Q: I handle gallium as a solid near room temperature, and I know that its crystal is an odd one. Which structure does a density-functional calculation put lowest, and is the margin large?

A: Two sizes are worth keeping in mind. Binding the atoms into a solid is worth roughly 3 eV per atom, while the choice between reasonable structures is worth some tens of meV, about a hundredth of that. With the PBE functional, the structure called alpha-Ga is the lowest of the five compared here. Double hexagonal close packing (dhcp) comes next, 26 meV per atom higher. That margin is about equal to the thermal energy $k_\mathrm{B}T$ at room temperature, so it deserves an explanation and a check.

Gallium in five structures, calculated with Ansatz 0.2.0: PBE, plane-wave PAW with a 420 eV cutoff, scalar-relativistic, no spin polarisation, Fermi-Dirac smearing of 0.1 eV. Energies are extrapolated to zero smearing and counted from the lowest structure listed; volumes come from equation-of-state fits to uniformly scaled cells.

| structure | space group of the relaxed cell | neighbours within 15 % of the shortest distance | k mesh | energy above lowest (meV/atom) | neighbour distance (Å) | volume per atom (Å³) |
| --- | --- | --- | --- | --- | --- | --- |
| alpha-Ga (Cmce) | Cmce | 7 | 11×11×9 | 0 | 2.531 | 20.30 |
| dhcp | P6_3/mmc | 12 | 14×14×4 | 26 | 2.993 | 19.00 |
| bcc | Im-3m | 8 | 21×21×21 | 36 | 2.921 | 19.19 |
| simple cubic | Pm-3m | 6 | 19×19×19 | 83 | 2.722 | 20.15 |
| diamond | Fd-3m | 4 | 15×15×15 | 281 | 2.547 | 25.40 |

Q: I was taught that metals pack closely because every neighbour adds some bonding. Is that wrong for gallium?

A: It holds for four of the five structures. Go from diamond to simple cubic, bcc and dhcp: the number of neighbours rises, the bonds lengthen and the energy falls. The reason is that an atom has only a few valence electrons to share. Each added neighbour weakens the bonds already there, but the sum still grows.

A simple model shows both effects. Let an atom have $Z$ neighbours at distance $r$. Repulsion adds up neighbour by neighbour, while bonding follows the width of the electron band, which grows only as $\sqrt{Z}$:

$$E = Z A e^{-pr} - \sqrt{Z}\, B e^{-qr}$$

Here $A$ and $B$ set the strengths of repulsion and bonding, and $p$ and $q$ say how fast they fade with distance. Setting the derivative with respect to $r$ to zero gives a bond length that grows as $\ln Z$ and a binding energy that grows as $Z^{(p-2q)/(2(p-q))}$.

The two limits are instructive. If repulsion is very steep, atoms act as hard balls, the binding grows as $\sqrt{Z}$, and close packing wins easily. If $p$ is only twice $q$, the longer bonds cancel the gain from extra neighbours, and all structures have the same energy. The small differences between simple cubic, bcc and dhcp suggest that gallium lies towards the second limit. In such a metal a modest extra gain can decide the structure.

Q: How far would you trust that model?

A: For the direction of the trend, not for its size. It would make the step from four to six neighbours less than one and a half times as large as the step from six to eight. In the calculation the first step is 198 meV per atom and the second 47 meV. Diamond is therefore worse than its low number of neighbours explains. The count for bcc is also a matter of definition, because six more atoms lie just beyond the 15 % limit.

The larger failure is alpha-Ga. It has seven neighbours, so the model would place it near simple cubic and bcc. Instead it lies below the close-packed structure.

Q: What does alpha-Ga do that the others don't?

A: Its atoms are drawn together in pairs. From its known structure, the seven neighbours are one close partner and six atoms farther away. The table gives the short distance, 2.531 Å, which is practically the bond length in the diamond structure. So alpha-Ga has one strong, directed bond per atom inside an otherwise metallic crystal.

To see why pairing can pay, take two equal levels and let them mix. One moves down and the other moves up by about as much. If both are full, or both are empty, nothing is gained. If the lower one is full and the upper one empty, the energy falls. In a metal, pairing therefore helps most when it splits states close to the Fermi level, the border between filled and empty states. It leaves behind a dip in the number of states there, called a pseudogap.

Q: Do the calculations show such a dip, or is that a story told afterwards?

A: They show a sign of it. The calculation spreads the electrons over levels near the Fermi level as a high temperature would, and the resulting electronic entropy counts how many levels lie within a few tenths of an eV. Multiplied by the smearing width, this entropy comes to 7.9 meV per atom in alpha-Ga and 15.9 meV in simple cubic. Alpha-Ga thus has about half as many states in that window. Dhcp, its closest rival, comes to 13.7 meV, so the dip shows against the close-packed crystal too.

Simple cubic is a useful comparison because its volume per atom is within 1 % of that of alpha-Ga and its number of neighbours is close. It has six equal bonds and no pairs, and it lies 83 meV per atom higher. The two crystals differ in more than the pairing, so I would not assign the whole 83 meV to the pseudogap. That the pseudogap supplies a good part of the gain is the standard explanation, and these results agree with it.

The entropy is no general ranking of structures, however. Bcc has slightly less of it than dhcp and still lies higher in energy. What counts is how all the filled states move, and the levels near the border are only one part of that.

Q: If short, directed bonds are so good, why is diamond the worst of the five?

A: Because gallium lacks the electrons to fill them. In diamond each atom forms four bonds and shares each with a neighbour, which takes four electrons per atom. Gallium brings three. The Fermi level then cuts through the bonding states, and the crystal is a metal that has given up close packing without completing its bonds.

The contrast with alpha-Ga is sharp: nearly the same shortest bond, but 281 meV per atom between them. An open structure pays only if its bonds suit the number of electrons. For a carbon-like element with four valence electrons, the same diamond network can be filled completely.

Q: Now the errors. Could a better calculation put dhcp below alpha-Ga?

A: The numerical errors that I can gauge are smaller than the gap. The energies are extrapolated to zero smearing, and this step contributes about 3 meV per atom to the 26 meV. The shape of the dhcp cell is also not fully relaxed: the stresses along its axis and in its plane differ by 1.1 GPa. Relaxing it would lower dhcp and narrow the gap.

The same run gives a feeling for the size of that correction. Expanding dhcp uniformly until it is under a tension of 1.7 GPa costs only 4 meV per atom. A change of shape may meet less resistance than a change of volume, and a softer crystal stores more energy at the same stress. Even so, it would have to be very much softer to release 26 meV, so I expect a correction of a few meV at most. One numerical error I can't gauge: both alpha-Ga and dhcp were sampled with coarser k meshes than the cubic structures, and no test with finer meshes is shown.

The functional is the more serious concern. Alpha-Ga and dhcp bind in different ways, and an approximate functional may favour one kind of bonding over the other by some tens of meV. Zero-point motion is left out as well. My guess is that it would narrow the gap slightly, since the stiff short bond should vibrate faster. The calculation alone therefore doesn't settle the first place, but nature supports it: alpha-Ga is the form found at ordinary conditions. That confirms the sign of the difference, not its value.

Q: And the order of the others?

A: Dhcp and bcc are only 10 meV per atom apart, and that is the least secure step. The two were sampled with different k meshes, the coarser one for dhcp, and a run with finer meshes would be the first thing to do. Relaxing the dhcp cell would work in favour of the present order. Simple cubic and diamond are far enough up that errors of a few meV don't matter for their places.

Q: What would reverse the order of alpha-Ga and dhcp in practice? Heat?

A: Hardly. At temperature $T$, dhcp would need an entropy advantage equal to the energy gap divided by $T$. At 300 K that is about one Boltzmann constant per atom. This is a lot for two solid forms of a metal, but it may not be out of reach here, because the stiff short bond should also leave alpha-Ga with less vibrational entropy. No vibrations were calculated, so the energy gap alone can't rule heat out. Experiment does: at ordinary pressure alpha-Ga remains the stable solid until it melts, just above room temperature.

Pressure is the better lever, because alpha-Ga is the roomier crystal. Its volume per atom is 7 % larger than that of dhcp. Under pressure $P$ the stable structure is the one with the lower enthalpy, $E + PV$, where $V$ is the volume. However small the difference in volume, a high enough pressure makes it outweigh a fixed difference in energy.

Q: How much pressure?

A: At the crossing both enthalpies are equal, so the pressure is the energy difference divided by the volume difference. The volumes are 20.30 and 19.00 Å$^3$ per atom, which differ by 1.30 Å$^3$:

$$P \approx \frac{0.026\ \mathrm{eV}}{1.30\ \text{Å}^3} = 0.020\ \mathrm{eV/Å^3} \approx 3.2\ \mathrm{GPa}$$

The last step uses 1 eV/Å$^3$ = 160.2 GPa. The same division for bcc gives 5.2 GPa.

This treats both differences as constant under pressure, which can be tested with the compressed cells of the same calculation. At 5 GPa the enthalpy of dhcp is about 14 meV per atom below that of alpha-Ga, while bcc is still 3 meV above it. Both signs agree with the estimate. In these compressed cells, though, all bonds of alpha-Ga shrink together, and the atoms aren't free to find better positions. Its enthalpy under pressure is therefore somewhat too high, which makes dhcp look better than it should. The unrelaxed shape of the dhcp cell works the other way.

Q: So should I write 3.2 GPa into a specification?

A: No. It compares two crystals without heat, and even for them it supports no more than "a few GPa". The volume difference is small, so an error in the energy is magnified: 10 meV per atom shifts the crossing by $0.010/1.30 \times 160.2 \approx 1.2$ GPa. An error of the functional of that size is quite possible. Another dense structure could also take over before dhcp does.

Experiment bears this out: the dense solid forms found under pressure are other structures than dhcp. Nor is the estimate the pressure that your solid will bear. Liquid gallium is denser than alpha-Ga, so pressure lowers the melting point. Near room temperature the crystal therefore melts at a much lower pressure than the one estimated here.

You can use the same division to judge any other candidate. Suppose a crystal as dense as dhcp lay only 10 meV per atom above alpha-Ga. It would take over near 1.2 GPa. A candidate with the volume of simple cubic would gain almost nothing from pressure, and would have to win by its bonding alone.
